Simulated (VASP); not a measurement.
A run of VASP 6.6.1 is set up as follows.

INCAR

```
SYSTEM = Ni
PREC     = Accurate       ! precision mode
ENCUT    = 520            ! plane-wave cutoff, eV
EDIFF    = 1E-6           ! SCF threshold, eV
ISMEAR   = 0              ! smearing method
SIGMA    = 0.05           ! smearing width, eV
LREAL    = .False.        ! projectors in reciprocal space
LASPH    = .True.         ! aspherical terms in the spheres
NELM     = 150            ! most SCF steps
ALGO     = Normal         ! electronic algorithm
ISIF     = 2              ! what is computed and relaxed
LWAVE    = .False.        ! write WAVECAR
LCHARG   = .False.        ! write CHGCAR
ISPIN    = 2              ! spin polarisation
MAGMOM   = 1              ! initial moments
LORBIT   = 11             ! projections on sites
LMAXMIX  = 4              ! l up to which the mixer works
LDIPOL   = .True.       
IDIPOL   = 3            
DIPOL    = 0.5 0.5 0.294
GGA      = PE             ! functional
IVDW     = 2              ! dispersion correction
IBRION   = 2              ! ionic algorithm
NSW      = 40             ! ionic steps
EDIFFG   = -0.01          ! ionic threshold
```

KPOINTS

```
regular mesh
0
Gamma
  12 12 1
  0 0 0
```

File POSCAR:

```
Ni
1.0
    2.2591100000      0.0000000000      0.0000000000
    0.0000000000      2.2591100000      0.0000000000
    0.0000000000      0.0000000000     23.8000000000
Ni
1
Selective dynamics
Direct
    0.5000000000      0.5000000000      0.2941200000  F F F
```

Potentials or basis: VASP PAW PBE potentials, release 64 (Ni).

The run is started by

```bash
$ cat potpaw_PBE.64/Ni/POTCAR > POTCAR
$ mpirun -np 1 vasp_std > vasp.out
```

Problem. Predict the site moments.

Solution. Ni +0.90 μB.

Problem. Predict the band gap on the k mesh.

Solution. None (metal or under the smearing width).

Problem. Predict the dispersion energy per atom.

Solution. -0.145 eV.

Problem. What does it give for the net moment?

Solution. 0.88 μB per cell.

Final structure:
```cif
data_structure
_symmetry_space_group_name_H-M 'P 1'
_symmetry_Int_Tables_number 1
_cell_length_a 2.2591
_cell_length_b 2.2591
_cell_length_c 23.8000
_cell_angle_alpha 90.000
_cell_angle_beta 90.000
_cell_angle_gamma 90.000
_cell_volume 121.47
loop_
_atom_site_label
_atom_site_type_symbol
_atom_site_fract_x
_atom_site_fract_y
_atom_site_fract_z
_atom_site_occupancy
Ni1 Ni 0.50000 0.50000 0.29412 1
```

Caveat: the relaxation stopped at its first step, so nothing moved; atom-pairwise D2, TS and ULG terms overbind metals.
